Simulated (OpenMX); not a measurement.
**ZnCu2SnSe4 under changes of volume**

One of the cells (23.898 Å³/atom); the others are scaled copies at fixed shape and fractional positions:

```
Sn Se Zn Cu
1.0
    -2.88564    2.88564    5.73983
     2.88564   -2.88564    5.73983
     2.88564    2.88564   -5.73983
Sn Se Zn Cu
1 4 1 2
Direct
  0.50000 0.50000 0.00000
  0.36347 0.88971 0.99322
  0.89649 0.37025 0.00678
  0.11029 0.10351 0.47375
  0.62975 0.63653 0.52625
  0.75000 0.25000 0.50000
  0.00000 0.00000 0.00000
  0.25000 0.75000 0.50000
```

The cell comes from a database or a generator and needn't be the stable form of this composition.

* Program: OpenMX 3.8.5
* Functional: PBE
* Potentials or basis: OpenMX 2013 PBE set, Sn7.0-s3p2d1, Se7.0-s3p2d1, Zn6.0H-s2p2d1, Cu6.0H-s2p2d1, fixed grid of 70 × 70 × 54 points
* k mesh: 7 × 7 × 7
* Occupations: fermi-dirac, width 0.05 eV
* Spin: no spin polarisation

| volume (Å³/atom) | energy over the lowest point (meV/atom) | largest force (eV/Å) |
| --- | --- | --- |
| 22.464 | 60.58 | 0.306 |
| 22.942 | 40.31 | 0.252 |
| 23.420 | 24.74 | 0.203 |
| 23.898 | ? | ? |
| 24.375 | 5.64 | 0.119 |
| 24.853 | 1.32 | 0.089 |
| 25.331 | 0.00 | 0.072 |

Problem. What does the run at 23.898 Å³/atom give?

Solution. Energy over the lowest point 13.33 meV/atom; largest force 0.160 eV/Å.

Worked out: A Birch-Murnaghan fit of order 3 (a polynomial in V^(-2/3)) to the other rows has its minimum at 25.32 Å³/atom with B0 = V·E''(V) = 48 GPa and B' = 4.7 at fixed shape and positions, which overstates the stiffness. It gives 13.31 meV/atom at 23.898 Å³/atom, against the run's 13.33.

Energies are extrapolated to zero smearing.

Caveats: the basis has few d functions beyond the semicore shells, which can make volumes several per cent too large; the transition metal has a single d function, too few for pressures, volumes and moments; the basis of atomic orbitals isn't converged, which shifts pressures, moduli and gaps; the run has no spin polarisation, though such a crystal can be magnetic (some runs).
